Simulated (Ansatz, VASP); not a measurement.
B2P3: VASP beside Ansatz

INCAR

```
ALGO     = Normal         # electronic algorithm
EDIFF    = 1E-6           # SCF threshold, eV
ENCUT    = 520            # plane-wave cutoff, eV
GGA      = PE             # functional
ISIF     = 2              # what is computed and relaxed
ISMEAR   = 0              # smearing method
LASPH    = T              # aspherical terms in the spheres
LCHARG   = F              # write CHGCAR
LREAL    = F              # projectors in reciprocal space
LWAVE    = F              # write WAVECAR
NBANDS   = 18             # bands
NELM     = 100            # most SCF steps
PREC     = Accurate       # precision mode
SIGMA    = 0.1            # smearing width, eV
```

The input KPOINTS:

```
k-points
0
Gamma
  4 4 4
```

File POSCAR:

```
B2P3
1.0
    4.2322495900      0.0000000000      0.0000000000
    0.0000000000      4.2322495900      0.0000000000
    0.0000000000      0.0000000000      4.2322495900
B P
2 3
Direct
    0.5000000000      0.5000000000      0.5000000000
    0.0000000000      0.0000000000      0.0000000000
    0.5000000000      0.0000000000      0.0000000000
    0.0000000000      0.5000000000      0.0000000000
    0.0000000000      0.0000000000      0.5000000000
```

Input for Ansatz:

```yaml
crystal:
  lattice:
    - [4.23224959, 0.0, 0.0]
    - [0.0, 4.23224959, 0.0]
    - [0.0, 0.0, 4.23224959]
  atoms:
    - { symbol: B, position: [0.5, 0.5, 0.5] }
    - { symbol: B, position: [0.0, 0.0, 0.0] }
    - { symbol: P, position: [0.5, 0.0, 0.0] }
    - { symbol: P, position: [0.0, 0.5, 0.0] }
    - { symbol: P, position: [0.0, 0.0, 0.5] }
basis:
  ecutwfc: 420
kpoints:
  mp_grid: { grid: [4, 4, 4] }
hamiltonian:
  xc: pbe
scf:
  occupations: { method: gaussian, width: 0.1 }
  lower_state_search: "off"
output:
  forces: true
  stress: true
  eigenvalues: true
```

Change from the starting cell: species swapped into the Tl2F3 type (Pm-3m, No. 221).

Alike in both runs: task single point; functional PBE; k mesh 4 × 4 × 4; occupations gaussian, width 0.1 eV; no spin polarisation.

```csv
,VASP,Ansatz
version,VASP 6.6.1,Ansatz 0.2.0
potentials or method,"VASP PAW PBE potentials, release 64 (B, P)","scalar-relativistic, plane waves, PAW"
plane-wave cutoff (eV),520,420
valence electrons in the cell,21,21
```

Ansatz gave:

```
gap on the k mesh at the Fermi level (eV) : none
pressure (GPa)                            : -12.7
```

Q: What did VASP give for the same quantities?

A: gap on the k mesh at the Fermi level (eV): none; pressure (GPa): -12.8.

A gap of «none» marks a metal or a gap that the smearing closes.

Caveats: the k mesh is coarse (spacing up to 0.37 Å⁻¹), so the values aren't converged.
